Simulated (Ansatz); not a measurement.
Crystal: MoS2.

```xyz
3
Lattice="1.5800 0.9122 6.1500 -1.5800 0.9122 6.1500 0.0000 -1.8244 6.1500" Properties=species:S:1:pos:R:3 pbc="T T T"
Mo    0.0000    0.0000    0.0000
S     0.0000    0.0000    7.6936
S     0.0000    0.0000    4.6125
```

Measurements of this composition are mostly on another form, of space group No. 194.

```yaml
Program: Ansatz 0.2.0
Task: relaxation of cell and atoms
Functional: BLYP
Dispersion: D3(BJ)
Potentials_or_basis: Ansatz PAW
Cutoff: "420 eV (not typed: the program's choice for these potentials)"
k_mesh: 10 × 10 × 10
Occupations: fermi-dirac, width 0.05 eV
Spin: no spin polarisation
```

At the start: volume 17.73 Å³/atom.

**Question.** How do energy, volume and symmetry change on relaxing?

**Answer.** It ends after 6 steps and the volume is 17.13 Å³/atom (-3.4 %); space group R3m (No. 160, to 0.05 Å).

The path:
| step | energy change (eV) | largest force (eV/Å) | volume (Å³) |
| --- | --- | --- | --- |
| 1 | 0.0000 | 0.9363 | 53.18 |
| 2 | -0.0599 | 0.3893 | 50.63 |
| 3 | -0.0719 | 0.0372 | 51.65 |
| 4 | -0.0723 | 0.0145 | 51.44 |
| 5 | -0.0723 | 0.0012 | 51.38 |
| 6 | -0.0722 | 0.0011 | 51.38 |

Final structure:
```cif
data_structure
_symmetry_space_group_name_H-M 'P 1'
_symmetry_Int_Tables_number 1
_cell_length_a 6.1282
_cell_length_b 6.1282
_cell_length_c 6.1282
_cell_angle_alpha 30.131
_cell_angle_beta 30.131
_cell_angle_gamma 30.131
_cell_volume 51.38
loop_
_atom_site_label
_atom_site_type_symbol
_atom_site_fract_x
_atom_site_fract_y
_atom_site_fract_z
_atom_site_occupancy
Mo1 Mo 0.00005 0.00005 0.00005 1
S1 S 0.42276 0.42276 0.42276 1
S2 S 0.24419 0.24419 0.24419 1
```

Caveat: the plane-wave basis is chosen anew once the cell has moved, so the energies of steps on either side of that aren't comparable; the PAW data sets come from PBE, with cores solved anew for the run's functional, which leaves a small shift of forces and pressure.
